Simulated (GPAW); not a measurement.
A calculation with GPAW 26.7.0 of BN (native input, Cartesian positions):

The input run.py:

```python
from ase.io import read
from gpaw import PW
from gpaw.dft import DFT

atoms = read('BN.xyz')

dft = DFT(atoms,
          mode=PW(800),
          xc='PBE',
          kpts={'size': (12, 12, 6), 'gamma': True},
          occupations={'name': 'fermi-dirac', 'width': 0.05},
          nbands=18,
          convergence={'density': 1e-05, 'energy': 1e-05},
          maxiter=150,
          txt='gpaw.txt')
print(f'Energy: {dft.calculate_energy():.6f} eV')
print('Forces (eV/A):')
print(dft.calculate_forces().round(4))
print('Stress (eV/A^3):', dft.calculate_stress().round(6))
dft.write_gpw_file('gs.gpw')
```

Contents of BN.xyz:

```xyz
4
Lattice="2.5539396017 0.0000000000 0.0000000000 -1.2769698009 2.2117765748 0.0000000000 0.0000000000 0.0000000000 4.2268550000" Properties=species:S:1:pos:R:3 pbc="T T T"
N     -0.0000000002      1.4745177166      0.5295234870
N      1.2769698010      0.7372588582      2.6429509870
B     -0.0000000002      1.4745177166      2.1122608880
B      1.2769698010      0.7372588582      4.2256883880
```

Potentials or basis: GPAW PAW data sets (gpaw-data 1.2.1), pw.

Run with:

```sh
$ OMP_NUM_THREADS=1 python run.py
```

Measurements of this composition are mostly on another form, of space group No. 194.

**Question.** Write the same calculation in another form: ASE script, structure typed inline.

**Answer.** As run:

Contents of run.py:

```python
from ase import Atoms
from ase.dft.bandgap import bandgap
from ase.io import write
from ase.units import Bohr, GPa
from gpaw import GPAW, PW
from gpaw.elf import elf_from_dft_calculation

atoms = Atoms(['N', 'N', 'B', 'B'],
              cell=[[2.5539396017, 0.0, 0.0],
                    [-1.2769698009, 2.2117765748, 0.0],
                    [0.0, 0.0, 4.226855]],
              scaled_positions=[[0.3333333333, 0.6666666667, 0.125276],
                                [0.6666666667, 0.3333333333, 0.625276],
                                [0.3333333333, 0.6666666667, 0.499724],
                                [0.6666666667, 0.3333333333, 0.999724]],
              pbc=True)

calc = GPAW(mode=PW(800),
            xc='PBE',
            kpts={'size': (12, 12, 6), 'gamma': True},
            occupations={'name': 'fermi-dirac', 'width': 0.05},
            nbands=18,
            convergence={'density': 1e-05, 'energy': 1e-05},
            maxiter=150,
            txt='gpaw.txt')
atoms.calc = calc
energy = atoms.get_potential_energy()
forces = atoms.get_forces()
stress = atoms.get_stress()
calc.write('gs.gpw')
write('result.traj', atoms)
print(f'Energy: {energy:.6f} eV')
print('Forces (eV/A):')
print(forces.round(4))
print('Stress (GPa):', (stress / GPa).round(3))
print('Fermi level:', round(calc.get_fermi_level(), 4), 'eV')
print(f'Gap: {bandgap(calc)[0]:.4f} eV, direct: {bandgap(calc, direct=True)[0]:.4f} eV')

# fields on the real-space grid
write('density.cube', atoms, data=calc.get_pseudo_density() * Bohr**3)
write('potential.cube', atoms, data=calc.get_electrostatic_potential())
write('elf.cube', atoms, data=elf_from_dft_calculation(calc).data)
```

Potentials or basis: GPAW PAW data sets (gpaw-data 1.2.1), pw.

The run is started by

```sh
$ OMP_NUM_THREADS=1 python run.py
```

Both were run:

|  | native input, Cartesian positions | ASE script, structure typed inline |
| --- | --- | --- |
| Pressure | -1.2 GPa | -1.2 GPa |
| Largest force | 0.015 eV/Å | 0.015 eV/Å |
| Band gap on the k mesh | 5.20 eV, indirect (least direct gap 8.25 eV) | 5.20 eV, indirect (least direct gap 8.25 eV) |

Keys that steer only the numerical path or the files written may differ.
